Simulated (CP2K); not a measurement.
Runs of CP2K 2026.2 on HfO2. The structure is cubic, space group Fm-3m (No. 225). The conventional cell has a = 5.115 Å, b = 5.115 Å, c = 5.115 Å, α = 90.00°, β = 90.00°, γ = 90.00°. Hf (site symmetry m-3m) has 8 O at 2.21 Å as nearest neighbours. O (site symmetry -43m) has 4 Hf at 2.21 Å as nearest neighbours. Measurements of this composition are mostly on another form, of space group No. 14.

```tsv
task	level	potentials or basis	smearing	EPS_DEFAULT	NGRIDS	points a segment of the path (NPOINTS)	bands added on the path	CUTOFF of the grids	gap on the mesh (eV)	pressure (GPa)
band structure	LDA	GTH_POTENTIALS Hf GTH-PADE-q12, O GTH-PADE-q6; TZVP-MOLOPT-PBE-GTH basis	fermi-dirac 0.05 eV	1.0E-10	4	6	2	600 Ry	3.73	-30.2
band structure	PBEsol	POTENTIAL_UZH Hf GTH-PBE-q12, O GTH-PBE-q6; TZVP-MOLOPT-PBE-GTH basis	fermi-dirac 0.05 eV	1.0E-9	5	8	2	600 Ry	(b)	-13.9
band structure	r2SCAN	POTENTIAL_UZH Hf GTH-SCAN-q12, O GTH-SCAN-q6; TZVP-MOLOPT-SCAN-GTH basis	fermi-dirac 0.0259 eV	1.0E-9	4	10	4	850 Ry	(a)	-15.5
band structure	TB-mBJ	POTENTIAL_UZH Hf GTH-PBE-q12, O GTH-PBE-q6; TZVP-MOLOPT-PBE-GTH basis	fermi-dirac 0.01 eV	1.0E-10	5	8	6	850 Ry	4.25	-
```

Alike in all rows: no spin polarisation; cell as given; k mesh 9 × 9 × 9.

Estimate the missing entries.

(a) 4.27; (b) 3.87.

Caveats: spin-orbit coupling is left out, which moves the levels of the heavy elements; the basis of atomic orbitals isn't converged, which shifts pressures, moduli and gaps; the potentials were made for another functional, which shifts forces and pressure (some runs); the mesh misses the band edges, which the band path finds closer together (some runs); a pressure of tens of GPa on the cell as given is suspect, and the run, the potentials or the cell itself is likely at fault (some runs); so large a pressure means that the cell lies far from this level's equilibrium, or that cutoff or potentials fall short (some runs); this is a model potential without an energy functional, so only levels have meaning (some runs).

A k mesh can miss the band edges, and the runs leave out spin-orbit coupling on Hf.

Runs at the PBE level aren't shown here.
